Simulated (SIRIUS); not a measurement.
Runs of SIRIUS 7.12.0 on Pt. The structure is cubic, space group Fm-3m (No. 225). The conventional cell has a = 3.922 Å, b = 3.922 Å, c = 3.922 Å, α = 90.00°, β = 90.00°, γ = 90.00°. Around Pt (site symmetry m-3m) lie 12 Pt at 2.77 Å. 

```tsv
task	level	potentials or basis	k mesh	radial cutoff for the potentials' integrals	pseudo rcut	energy tol	density tol	mixer	gap on the mesh (eV)	pressure (GPa)	V0 of scaled cells (Å³/atom)	B0 (GPa)
equation of state	PBEsol	PseudoDojo 0.4.1 PBEsol standard (scalar relativistic)	12 × 12 × 12	6.5 bohr	6.5 bohr	-	-	-	-	-	(a)	287
eos task	LDA	PseudoDojo 0.4.1 PBE standard (scalar relativistic)	8 × 8 × 8	6.5 bohr	6.5 bohr	1e-08 Ha	1e-06	anderson	-	-	(b)	310
eos task	revPBE	PseudoDojo 0.4.1 PBE standard (scalar relativistic)	8 × 8 × 8	6.5 bohr	6.5 bohr	1e-08 Ha	1e-06	anderson	-	-	15.75	240
single point	PBE	PseudoDojo 0.4.1 PBE standard (scalar relativistic)	12 × 12 × 12	-	-	1e-08 Ha	1e-06	anderson	none	9.7	-	-
eos task	RPBE	PseudoDojo 0.4.1 PBE standard (scalar relativistic)	8 × 8 × 8	6.5 bohr	6.5 bohr	1e-08 Ha	1e-06	anderson	-	-	15.83	235
eos task	PBEsol	PseudoDojo 0.4.1 PBE standard (scalar relativistic)	8 × 8 × 8	6.5 bohr	6.5 bohr	1e-08 Ha	1e-06	anderson	-	-	15.00	291
equation of state	PBE	PseudoDojo 0.4.1 PBE standard (scalar relativistic)	12 × 12 × 12	-	-	-	-	-	-	-	15.62	249
single point	PBEsol	PseudoDojo 0.4.1 PBEsol standard (scalar relativistic)	12 × 12 × 12	6.5 bohr	6.5 bohr	1e-08 Ha	1e-06	anderson	none	-1.2	-	-
eos task	PBE	PseudoDojo 0.4.1 PBE standard (scalar relativistic)	8 × 8 × 8	6.5 bohr	6.5 bohr	1e-08 Ha	1e-06	anderson	-	-	15.57	253
```

Alike in all rows: no spin polarisation; cell as given; cutoff (eV) 1152; smearing fermi-dirac 0.05 eV.

Q: Estimate the missing entries.

A: (a) 15.02; (b) 14.75.

Caveats: the potentials were made for another functional, which shifts forces and pressure (some runs).

A k mesh can miss the band edges, and the runs leave out spin-orbit coupling on Pt.

A gap of «none» marks a metal or a gap under the smearing width.

Not every run made on this cell is shown here.
